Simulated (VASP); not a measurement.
**HfS2: relaxation of cell and atoms with optB88-vdW**

Crystal: HfS2.

```xyz
3
Lattice="3.6397 0.0000 0.0000 -1.8198 3.1520 0.0000 0.0000 0.0000 6.0556" Properties=species:S:1:pos:R:3 pbc="T T T"
Hf    0.0000    0.0000    0.0000
S     1.8198    1.0507    4.6262
S     0.0000    2.1014    1.4294
```

The cell is a database's computed one.

```json
{
 "Program": "VASP 6.6.1",
 "Task": "relaxation of cell and atoms",
 "Functional": "optB88-vdW",
 "Potentials or basis": "VASP PAW PBE potentials, release 64 (Hf_pv, S)",
 "Cutoff": "400 eV",
 "k mesh": "12 × 12 × 6",
 "Occupations": "gaussian, width 0.02 eV",
 "Spin": "no spin polarisation",
 "Target pressure": "2 GPa",
 "Pressure (GPa)": "2",
 "Further INCAR settings": "ALGO = Normal; EDIFF = 1e-07; IBRION = 2; EDIFFG = -0.003; NSW = 60; ISIF = 3"
}
```

- Relaxed volume: 21.30 Å³/atom
- Relaxed cell: a = 3.605 Å, b = 3.605 Å, c = 5.677 Å, α = 90.00°, β = 90.00°, γ = 120.00°
- Space group after relaxing (to 0.05 Å): P-3m1 (No. 164)
- Energy change on relaxing (the enthalpy is what falls): +1.6 meV/atom
- Ionic steps: 14
- Pressure after relaxing: 2.0 GPa
- Band gap on the k mesh: 0.77 eV, indirect (least direct gap 1.74 eV)

Step by step:
```tsv
step	energy change (eV)	largest force (eV/Å)	pressure (GPa)	volume (Å³)
1	0.0000	0.2977	0.79	69.47
2	0.0076	0.4354	2.56	67.73
3	0.0149	0.4928	3.31	67.04
4	0.0107	0.4162	3.11	66.77
5	0.0049	0.1852	2.53	65.94
6	0.0248	0.2847	1.49	64.30
7	0.0095	0.0441	2.01	65.11
8	0.0044	0.0467	1.86	64.91
9	0.0002	0.0606	1.53	64.36
10	0.0016	0.0670	1.45	64.20
11	0.0084	0.0602	2.47	63.65
12	0.0048	0.0013	2.00	63.90
13	0.0047	0.0001	1.99	63.91
14	0.0048	0.0004	1.99	63.91
```

Final structure:
```
Hf S
1.0
     3.60546    0.00000    0.00000
    -1.80273    3.12242    0.00000
     0.00000    0.00000    5.67672
Hf S
1 2
Direct
  0.00000 0.00000 0.00000
  0.66667 0.33333 0.74354
  0.33333 0.66667 0.25646
```

Levels at points of the mesh, in eV from the valence-band top:
```csv
k point,band 7,band 8,band 9,band 10,band 11,band 12,band 13,band 14,band 15
"(0.00, 0.00, 0.00)",-2.98,-2.98,-0.27,-0.27,0.00,1.74,1.74,2.29,5.00
"(0.50, 0.00, 0.00)",-3.00,-2.82,-2.66,-2.37,-1.62,0.91,3.81,3.90,6.01
"(0.00, 0.00, 0.50)",-2.92,-2.92,-2.28,-0.49,-0.49,1.68,1.68,2.59,5.63
"(0.50, 0.00, 0.50)",-3.87,-2.91,-2.61,-1.21,-0.97,0.77,3.79,3.94,5.47
```

It took 13 min on 1 thread of Intel(R) Xeon(R) Platinum 8259CL CPU @ 2.50GHz (Skylake/Cascade Lake) (shared host), peak memory 0.38 GiB.

Caveat: the cell is relaxed towards a set pressure, so the enthalpy falls and the energy may rise; the PAW data sets were made with another functional, which shifts forces and pressure a little; spin-orbit coupling is left out, which moves the levels of the heavy elements. A k mesh can miss the band edges.
